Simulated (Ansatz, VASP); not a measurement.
ZnS in VASP and in Ansatz

```
Zn S
1.0
     2.61147    2.61147    0.00000
    -2.61147    2.61147    0.00000
     0.00000    2.61147    2.61147
Zn S
1 1
Direct
  0.75000 0.25000 0.50000
  0.00000 0.00000 0.00000
```

Alike in both runs: functional LDA; k mesh 8 × 8 × 8; no spin polarisation.

Ansatz relaxed the structure, and its values are those at the end. VASP's run is a single point on that final structure, the one shown.

|  | VASP | Ansatz |
| --- | --- | --- |
| version | VASP 6.6.1 | Ansatz 0.2.0 |
| potentials or method | VASP PAW LDA potentials, release 64 (Zn, S) | PAW with Ansatz's default frozen-core files, scalar-relativistic |
| plane-wave cutoff (eV) | 520 | 420 |
| occupations | gaussian, width 0.01 eV | fixed |
| valence electrons in the cell | 18 | 18 |

|  | VASP | Ansatz | Ansatz less VASP |
| --- | --- | --- | --- |
| pressure (GPa) | 4.3 | 4.0 | -0.31 |
